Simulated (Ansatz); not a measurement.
# Dielectric response of NaH (001) films, part 2 of 3

How well do thin rocksalt NaH (001) films screen a perpendicular field?

Ansatz 0.2.0; plane-wave DFT, PBE, Ansatz PAW (the session's first sound run).

So far. Step 14 (Response with the atoms held, 10 atoms, units 5): The induced dipole is that of a conductor 8.82 Å thick. Step 15 (Field on, atoms free, 10 atoms, units 5, field 0.05 V/Å): The dipole is 0.0388 e·Å, and the gap on the mesh 3.256 eV.

**16. Relaxing in the field, 10 atoms, units 5, field -0.05 V/Å**

Input file input.yaml:

```yaml
crystal:
  lattice:
    - [3.45068109, 0.0, 0.0]
    - [0.0, 3.45068109, 0.0]
    - [0.0, 0.0, 27.76]
  atoms:
    - { symbol: Na, position: [0.5, 0.5, 0.3276277671] }
    - { symbol: H, position: [0.0, 0.0, 0.3266385976] }
    - { symbol: Na, position: [0.0, 0.0, 0.4134388054] }
    - { symbol: H, position: [0.5, 0.5, 0.413527499] }
    - { symbol: Na, position: [0.5, 0.5, 0.500000001] }
    - { symbol: H, position: [0.0, 0.0, 0.4999999988] }
    - { symbol: Na, position: [0.0, 0.0, 0.5865611968] }
    - { symbol: H, position: [0.5, 0.5, 0.5864724996] }
    - { symbol: Na, position: [0.5, 0.5, 0.6723722335] }
    - { symbol: H, position: [0.0, 0.0, 0.6733614011] }
kpoints:
  mp_grid: { grid: [8, 8, 1] }
hamiltonian:
  xc: pbe
scf:
  occupations: { method: fixed }
  convergence: { dr2_threshold: 1.0e-10 }
efield:
  axis: 3
  dipole_correction: true
  ramp_position: 0.97
  ramp_width: 0.06
  amplitude: -0.05
relax:
  f_tol: 0.0006
  max_steps: 70
output:
  write_potential: true
  write_density: true
  volumetric_format: npy
```

Run with:

```bash
ansatz run input.yaml --threads 8 --pin off --max-ram 12288MiB --backend cpu --events-out ev --progress --plain --runs-dir out
```

Elapsed: 9.7 s, on 8 threads of Arm Neoverse N1, shared host; peak memory 0.79 GiB; 72 s of CPU time.

Hardly anything moved in the relaxation; the energy changed by under 0.2 meV an atom.

The relaxation took 4 steps and lowered the energy by 2.4e-4 eV; the largest force on the free atoms ends at 2.0e-4 eV/Å.

The dipole is -0.0388 e·Å, and the gap on the mesh 3.256 eV.

**17. Response with the atoms relaxed, 10 atoms, units 5**

This step: plane-wave DFT, PBE, Ansatz PAW; response to a field along the normal, atoms relaxed (Ansatz 0.2.0).

Local field over the applied field, running mean. From the potentials at -0.05 and 0.05 V/Å; running mean over 2.44 Å, taken twice. The local field over applied field by z:

z (Å), local field over applied field and a bar from the least value:
```
      4.5      0.996 ##############################
      5.0      0.990 ##############################
      5.5      0.975 #############################
      6.0      0.946 ############################
      6.5      0.896 ###########################
      7.0      0.757 #######################
      7.5      0.551 #################
      8.0      0.357 ###########
      8.5      0.180 ######
      9.0      0.035 #
      9.5     -0.008 
     10.0      0.031 #
     10.5      0.066 ##
     11.0      0.099 ###
     11.5      0.120 ####
     12.0      0.128 ####
     12.5      0.118 ####
     13.0      0.109 ###
     13.5      0.100 ###
     14.0      0.097 ###
     14.5      0.104 ###
     15.0      0.113 ####
     15.5      0.122 ####
     16.0      0.128 ####
     16.5      0.111 ####
     17.0      0.084 ###
     17.5      0.049 ##
     18.0      0.013 #
     18.5     -0.006 
     19.0      0.094 ###
     19.5      0.263 ########
     20.0      0.449 ##############
     20.5      0.649 ####################
     21.0      0.836 #########################
     21.5      0.928 ############################
     22.0      0.962 #############################
     22.5      0.984 ##############################
     23.0      0.993 ##############################
     23.5      0.997 ##############################
```

The induced dipole is that of a conductor 11.79 Å thick.

**18. Relaxation, 16 atoms, units 8**

This step: plane-wave DFT, PBE, Ansatz PAW (Ansatz 0.2.0).

System of this step: NaH (001), 8 units. The cell holds 16 atoms: 8 Na and 8 H. Its edges and angles: a = 3.451 Å, b = 3.451 Å, c = 35.080 Å, α = 90.0°, β = 90.0°, γ = 90.0°. It derives from NaH (rocksalt NaH). Vacuum lies along c.

Input file input.yaml:

```yaml
crystal:
  lattice:
    - [3.45068109, 0.0, 0.0]
    - [0.0, 3.45068109, 0.0]
    - [0.0, 0.0, 35.08]
  atoms:
    - { symbol: Na, position: [0.5, 0.5, 0.2565564424] }
    - { symbol: H, position: [0.0, 0.0, 0.2565564424] }
    - { symbol: Na, position: [0.0, 0.0, 0.3261117446] }
    - { symbol: H, position: [0.5, 0.5, 0.3261117446] }
    - { symbol: Na, position: [0.5, 0.5, 0.3956670468] }
    - { symbol: H, position: [0.0, 0.0, 0.3956670468] }
    - { symbol: Na, position: [0.0, 0.0, 0.4652223489] }
    - { symbol: H, position: [0.5, 0.5, 0.4652223489] }
    - { symbol: Na, position: [0.5, 0.5, 0.5347776511] }
    - { symbol: H, position: [0.0, 0.0, 0.5347776511] }
    - { symbol: Na, position: [0.0, 0.0, 0.6043329532] }
    - { symbol: H, position: [0.5, 0.5, 0.6043329532] }
    - { symbol: Na, position: [0.5, 0.5, 0.6738882554] }
    - { symbol: H, position: [0.0, 0.0, 0.6738882554] }
    - { symbol: Na, position: [0.0, 0.0, 0.7434435576] }
    - { symbol: H, position: [0.5, 0.5, 0.7434435576] }
kpoints:
  mp_grid: { grid: [8, 8, 1] }
hamiltonian:
  xc: pbe
scf:
  occupations: { method: fixed }
  convergence: { dr2_threshold: 1.0e-09 }
efield:
  axis: 3
  dipole_correction: true
  ramp_position: 0.97
  ramp_width: 0.06
relax:
  f_tol: 0.003
  max_steps: 100
output:
  write_potential: true
  write_density: true
  volumetric_format: npy
```

It took 25 s on 8 threads; peak memory 1.2 GiB; 3.2 min of CPU time.

Relaxation path:

| step | energy less that of the first step (eV) | largest force component (eV/Å) |
| --- | --- | --- |
| 1 | 0.0000 | 0.0839 |
| 2 | 0.0179 | 0.1993 |
| 3 | -0.0065 | 0.0164 |
| 4 | -0.0087 | 0.0118 |
| 5 | -0.0089 | 0.0025 |

Relaxation step 2 was tried and not accepted.

The run keeps the 8 symmetry operations that it works with, so distortions that break them were not tested.

The atoms that moved most (Å):

| atom | dx | dy | dz | length |
| --- | --- | --- | --- | --- |
| Na15 | 0.000 | 0.000 | -0.153 | 0.153 |
| Na1 | 0.000 | 0.000 | 0.153 | 0.153 |
| H16 | 0.000 | 0.000 | -0.124 | 0.124 |
| H2 | 0.000 | 0.000 | 0.124 | 0.124 |
| H4 | 0.000 | 0.000 | 0.097 | 0.097 |
| H14 | 0.000 | 0.000 | -0.097 | 0.097 |
| Na3 | 0.000 | 0.000 | 0.094 | 0.094 |
| Na13 | 0.000 | 0.000 | -0.094 | 0.094 |

Running mean over 2.44 Å of the planar mean; the ramp of the sawtooth is left out. Table of electron's electrostatic potential energy less the highest filled level by z:

| z (Å) | electron's electrostatic potential energy less the highest filled level (eV) |
| --- | --- |
| 4 | 4.23 |
| 5 | 4.23 |
| 6 | 4.22 |
| 7 | 4.04 |
| 8 | 1.84 |
| 9 | 0.212 |
| 10 | 0.0174 |
| 11 | 0.112 |
| 12 | 0.136 |
| 13 | 0.0514 |
| 14 | 0.150 |
| 15 | 0.0293 |
| 16 | 0.143 |
| 17 | 0.110 |
| 18 | 0.0952 |
| 19 | 0.146 |
| 20 | 0.0195 |
| 21 | 0.149 |
| 22 | 0.0710 |
| 23 | 0.128 |
| 24 | 0.123 |
| 25 | -0.00763 |
| 26 | 0.190 |
| 27 | 1.55 |
| 28 | 3.99 |
| 29 | 4.21 |
| 30 | 4.23 |
| 31 | 4.23 |

The relaxation took 5 steps and lowered the energy by 0.0089 eV; the largest force on the free atoms ends at 0.0025 eV/Å.

The gap is 3.36 eV, with the valence edge 4.23 eV and the conduction edge 0.87 eV under the upper vacuum level.

**19. Side by side**

Times are for 8 threads of Arm Neoverse N1, shared host. The runs compared:

| no. | units | gap by band count (eV) | ionisation energy, upper face (eV) | electron affinity, upper face (eV) | time | memory (GiB) |
| --- | --- | --- | --- | --- | --- | --- |
| 1 | 3 | 3.220 | 4.188 | 0.9679 | 5.3 s | 0.64 |
| 2 | 5 | 3.334 | 4.223 | 0.8885 | 11 s | 0.81 |
| 3 | 8 | 3.360 | 4.234 | 0.8743 | 25 s | 1.2 |

The runs together. Valence density, planar mean against z:

| z (Å) | 3 (e/Å³) | 5 (e/Å³) | 8 (e/Å³) |
| --- | --- | --- | --- |
| 5.5 | 6.7e-5 | 6.2e-5 | 5.3e-5 |
| 6.0 | 2.1e-4 | 2.1e-4 | 1.9e-4 |
| 6.5 | 7.8e-4 | 7.2e-4 | 6.1e-4 |
| 7.0 | 0.00254 | 0.00233 | 0.00199 |
| 7.5 | 0.00828 | 0.00766 | 0.00663 |
| 8.0 | 0.0284 | 0.0262 | 0.0222 |
| 8.5 | 0.203 | 0.177 | 0.131 |
| 9.0 | 1.05 | 0.989 | 0.917 |
| 9.5 | 0.355 | 0.435 | 0.545 |
| 10.0 | 0.0499 | 0.0550 | 0.0638 |
| 10.5 | 0.0518 | 0.0494 | 0.0459 |
| 11.0 | 0.356 | 0.302 | 0.232 |
| 11.5 | 1.02 | 1.03 | 1.01 |
| 12.0 | 0.190 | 0.236 | 0.322 |
| 12.5 | 0.0435 | 0.0450 | 0.0494 |
| 13.0 | 0.0650 | 0.0571 | 0.0509 |
| 13.5 | 0.585 | 0.477 | 0.373 |
| 14.0 | 0.893 | 0.970 | 1.02 |
| 14.5 | 0.109 | 0.152 | 0.206 |
| 15.0 | 0.0208 | 0.0409 | 0.0431 |
| 15.5 | 0.00623 | 0.0783 | 0.0668 |
| 16.0 | 0.00189 | 0.681 | 0.562 |
| 16.5 | 5.8e-4 | 0.799 | 0.890 |
| 17.0 | 1.8e-4 | 0.0997 | 0.126 |
| 17.5 | 4.7e-5 | 0.0416 | 0.0409 |
| 18.0 | 1.4e-5 | 0.121 | 0.0897 |
| 18.5 | 3.5e-6 | 0.880 | 0.754 |
| 19.0 | -5.2e-6 | 0.567 | 0.725 |
| 19.5 | 3.0e-6 | 0.0600 | 0.0820 |
| 20.0 | 6.6e-6 | 0.0142 | 0.0401 |
| 20.5 | -2.3e-6 | 0.00434 | 0.136 |
| 21.0 | -1.4e-6 | 0.00133 | 0.934 |
| 21.5 | 0 | 4.0e-4 | 0.526 |
| 22.0 | -4.2e-6 | 1.2e-4 | 0.0633 |
| 22.5 | 2.4e-6 | 3.4e-5 | 0.0446 |

**20. Single point on the relaxed film, 16 atoms, units 8**

Input file input.yaml:

```yaml
crystal:
  lattice:
    - [3.45068109, 0.0, 0.0]
    - [0.0, 3.45068109, 0.0]
    - [0.0, 0.0, 35.08]
  atoms:
    - { symbol: Na, position: [0.5, 0.5, 0.2609199124] }
    - { symbol: H, position: [0.0, 0.0, 0.260102464] }
    - { symbol: Na, position: [0.0, 0.0, 0.3288024276] }
    - { symbol: H, position: [0.5, 0.5, 0.3288790643] }
    - { symbol: Na, position: [0.5, 0.5, 0.3972837232] }
    - { symbol: H, position: [0.0, 0.0, 0.3972802554] }
    - { symbol: Na, position: [0.0, 0.0, 0.4657764905] }
    - { symbol: H, position: [0.5, 0.5, 0.4657729663] }
    - { symbol: Na, position: [0.5, 0.5, 0.5342235089] }
    - { symbol: H, position: [0.0, 0.0, 0.5342270346] }
    - { symbol: Na, position: [0.0, 0.0, 0.6027162752] }
    - { symbol: H, position: [0.5, 0.5, 0.6027197449] }
    - { symbol: Na, position: [0.5, 0.5, 0.6711975727] }
    - { symbol: H, position: [0.0, 0.0, 0.6711209376] }
    - { symbol: Na, position: [0.0, 0.0, 0.7390800869] }
    - { symbol: H, position: [0.5, 0.5, 0.7398975355] }
kpoints:
  mp_grid: { grid: [8, 8, 1] }
hamiltonian:
  xc: pbe
scf:
  occupations: { method: fixed }
  convergence: { dr2_threshold: 1.0e-09 }
efield:
  axis: 3
  dipole_correction: true
  ramp_position: 0.97
  ramp_width: 0.06
output:
  eigenvalues: true
  dos: { projected: true, e_range: [-7, 7] }
  write_potential: true
  write_density: true
  volumetric_format: npy
checkpoint:
  write: end8.run
  compress: false
  write_wavefunctions: false
```

Run time: 8.4 s. Hardware: 8 threads; peak memory 1.2 GiB; 64 s of CPU time.

Running mean over 2.44 Å of the planar mean; the ramp of the sawtooth is left out. Table of electron's electrostatic potential energy less the highest filled level by z:

z (Å), electron's electrostatic potential energy less the highest filled level (eV) and a bar from the least value:
```
        4       4.23 ##############################
        5       4.23 ##############################
        6       4.22 ##############################
        7       4.04 #############################
        8       1.84 #############
        9       0.21 ##
       10       0.02 
       11       0.11 #
       12       0.14 #
       13       0.05 
       14       0.15 #
       15       0.03 
       16       0.14 #
       17       0.11 #
       18       0.09 #
       19       0.15 #
       20       0.02 
       21       0.15 #
       22       0.07 #
       23       0.13 #
       24       0.12 #
       25      -0.01 
       26       0.19 #
       27       1.55 ###########
       28       3.99 ############################
       29       4.21 ##############################
       30       4.23 ##############################
       31       4.23 ##############################
```

The gap is 3.36 eV, with the valence edge 4.23 eV and the conduction edge 0.87 eV under the upper vacuum level.

**21. Single point, 16 atoms, units 8, field 0.1 V/Å**

input.yaml: that of step 20 with these lines changed.

```diff
@@ -28,3 +28,3 @@
   occupations: { method: fixed }
-  convergence: { dr2_threshold: 1.0e-09 }
+  convergence: { dr2_threshold: 1.0e-10 }
 efield:
@@ -34,5 +34,4 @@
   ramp_width: 0.06
+  amplitude: 0.1
 output:
-  eigenvalues: true
-  dos: { projected: true, e_range: [-7, 7] }
   write_potential: true
@@ -40,5 +39 @@
   volumetric_format: npy
-checkpoint:
-  write: end8.run
-  compress: false
-  write_wavefunctions: false
```

The job ended after 9.5 s (8 threads; peak memory 1.2 GiB).

The dipole is 0.0902 e·Å, and the gap on the mesh 2.665 eV.

**22. Single point, 16 atoms, units 8, field -0.1 V/Å**

input.yaml: that of step 21 with these lines changed.

```diff
@@ -34,3 +34,3 @@
   ramp_width: 0.06
-  amplitude: 0.1
+  amplitude: -0.1
 output:
```

Elapsed: 9.4 s, on 8 threads; peak memory 1.2 GiB.

The dipole is -0.0902 e·Å, and the gap on the mesh 2.665 eV.

**23. Response with the atoms held, 16 atoms, units 8**

This step: plane-wave DFT, PBE, Ansatz PAW; response to a field along the normal, atoms held (Ansatz 0.2.0).

Local field over the applied field, running mean. From the potentials at -0.1 and 0.1 V/Å; running mean over 2.44 Å, taken twice. The local field over applied field by z:

z (Å), local field over applied field and a bar from the least value:
```
        5      0.989 ##############################
        6      0.943 ############################
        7      0.793 #####################
        8      0.552 ###########
        9      0.359 ###
       10      0.301 
       11      0.311 
       12      0.319 #
       13      0.322 #
       14      0.322 #
       15      0.322 #
       16      0.322 #
       17      0.322 #
       18      0.322 #
       19      0.322 #
       20      0.322 #
       21      0.322 #
       22      0.322 #
       23      0.320 #
       24      0.312 
       25      0.300 
       26      0.350 ##
       27      0.533 ##########
       28      0.776 #####################
       29      0.935 ############################
       30      0.987 ##############################
```

The induced dipole is that of a conductor 13.70 Å thick.

**24. Field on, atoms free, 16 atoms, units 8, field 0.05 V/Å**

This step: plane-wave DFT, PBE, Ansatz PAW (Ansatz 0.2.0).

input.yaml: that of step 22 with these lines changed.

```diff
@@ -34,3 +34,6 @@
   ramp_width: 0.06
-  amplitude: -0.1
+  amplitude: 0.05
+relax:
+  f_tol: 0.0006
+  max_steps: 70
 output:
```

Run time: 21 s. Hardware: 8 threads; peak memory 1.2 GiB; 2.7 min of CPU time.

The relaxation took 4 steps and lowered the energy by 3.8e-4 eV; the largest force on the free atoms ends at 7.6e-5 eV/Å.

The dipole is 0.0599 e·Å, and the gap on the mesh 3.222 eV.

**25. Relaxing in the field, 16 atoms, units 8, field -0.05 V/Å**

input.yaml: that of step 24 with these lines changed.

```diff
@@ -34,3 +34,3 @@
   ramp_width: 0.06
-  amplitude: 0.05
+  amplitude: -0.05
 relax:
```

It took 28 s on 8 threads; peak memory 1.2 GiB.

The relaxation took 6 steps and lowered the energy by 3.8e-4 eV; the largest force on the free atoms ends at 4.5e-5 eV/Å.

The dipole is -0.0599 e·Å, and the gap on the mesh 3.221 eV.

**26. Response with the atoms relaxed, 16 atoms, units 8**

This step: plane-wave DFT, PBE, Ansatz PAW; response to a field along the normal, atoms relaxed (Ansatz 0.2.0).

Local field over the applied field, running mean. From the potentials at -0.05 and 0.05 V/Å; running mean over 2.44 Å, taken twice. Table of local field over applied field by z:

| z (Å) | local field over applied field |
| --- | --- |
| 5 | 0.991 |
| 6 | 0.950 |
| 7 | 0.780 |
| 8 | 0.380 |
| 9 | 0.0456 |
| 10 | 0.0264 |
| 11 | 0.0918 |
| 12 | 0.127 |
| 13 | 0.114 |
| 14 | 0.105 |
| 15 | 0.106 |
| 16 | 0.107 |
| 17 | 0.108 |
| 18 | 0.108 |
| 19 | 0.107 |
| 20 | 0.106 |
| 21 | 0.105 |
| 22 | 0.113 |
| 23 | 0.126 |
| 24 | 0.0963 |
| 25 | 0.0323 |
| 26 | 0.0342 |
| 27 | 0.350 |
| 28 | 0.746 |
| 29 | 0.944 |
| 30 | 0.989 |

The induced dipole is that of a conductor 18.22 Å thick.

**27. Electronic ε from the series**

This step: plane-wave DFT, PBE, Ansatz PAW; permittivity from the thickness series, atoms held (Ansatz 0.2.0).

Each added layer adds t(1 − 1/ε) to the dipole term, so the slope against thickness gives ε without a choice of where the film ends.

Numbers from this step:

```
slope                : 0.6779
intercept of the fit : 2.295 Å
ε of the interior    : 3.105
```

The equivalent conductor thickness by distance between the outer atoms:

| distance between the outer atoms (Å) | equivalent conductor thickness (Å) |
| --- | --- |
| 4.82 | 5.56 |
| 9.62 | 8.82 |
| 16.83 | 13.7 |

By hand, from the thinnest and the thickest film: slope = (13.704 − 5.563) / (16.831 − 4.823) = 0.678, so ε = 1/(1 − 0.678) = 3.11.

**28. Static ε from the series**

This step: plane-wave DFT, PBE, Ansatz PAW; permittivity from the thickness series, atoms relaxed (Ansatz 0.2.0).

The same fit for the relaxed films. The nearer its slope lies to 1, the more ε hangs on small errors.

This step gave:

```yaml
slope: 0.8919
intercept_of_the_fit: 3.207 Å
eps_of_the_interior: 9.254
```

The equivalent conductor thickness by distance between the outer atoms:

| distance between the outer atoms (Å) | equivalent conductor thickness (Å) |
| --- | --- |
| 4.82 | 7.51 |
| 9.62 | 11.8 |
| 16.83 | 18.2 |

By hand, from the thinnest and the thickest film: slope = (18.219 − 7.507) / (16.832 − 4.821) = 0.892, so ε = 1/(1 − 0.892) = 9.25. One nm of such a film has the capacitance of 3.9/9.25 = 0.42 nm of SiO₂ (its equivalent oxide thickness).

**29. The bulk crystal**

This step: plane-wave DFT, PBE, Ansatz PAW (Ansatz 0.2.0).

System of this step: rocksalt NaH. Symmetry: Fm-3m, No. 225, cubic system. The conventional cell has a = 4.880 Å, b = 4.880 Å, c = 4.880 Å, α = 90.00°, β = 90.00°, γ = 90.00°. Na has 6 H at 2.44 Å nearest. Nearest to H lie 6 Na at 2.44 Å. Farther neighbours are not listed.

Band edges are better read in the bulk than in a thin slab, where confinement and surface states shift them. The bulk run gives them against its mean potential.

Input file input.yaml:

```yaml
crystal:
  lattice:
    - [0.0, 2.44, 2.44]
    - [2.44, 0.0, 2.44]
    - [2.44, 2.44, 0.0]
  atoms:
    - { symbol: Na, position: [0.0, 0.0, 0.0] }
    - { symbol: H, position: [0.5, 0.5, 0.5] }
kpoints:
  mp_grid: { grid: [10, 10, 10] }
  band_path: { path: [VBM, CBM], npoints: 1 }
hamiltonian:
  xc: pbe
scf:
  occupations: { method: fixed }
  convergence: { dr2_threshold: 1.0e-09 }
output:
  eigenvalues: true
checkpoint:
  write: bulk.run
  compress: false
  write_wavefunctions: false
```

Wall time 0.72 s (8 threads); peak memory 0.28 GiB.

This step gave:

* gap on the k-mesh: 3.731 eV
* gap along the path: 3.714 eV
* smallest direct gap along the path: 4.557 eV
* gap, the smaller of path and mesh: 3.714 eV

The gap is 3.71 eV.

(Part 2 of 3 ends here.)

[Logs are printed without paths, hosts, clocks, repeated set-up lines and the standing remarks that a program may print on its own settings, such as how far it seeks lower states.]

[Hosts, paths, dates, database ids (printed as entryN), source tags and the programs' standing remarks are cut or masked in the printed files.]

[Maps of the electrostatic potential energy from Ansatz leave out the sawtooth potential of an applied field or a dipole correction, so their vacuum need not be flat; planar profiles and work functions include it.]
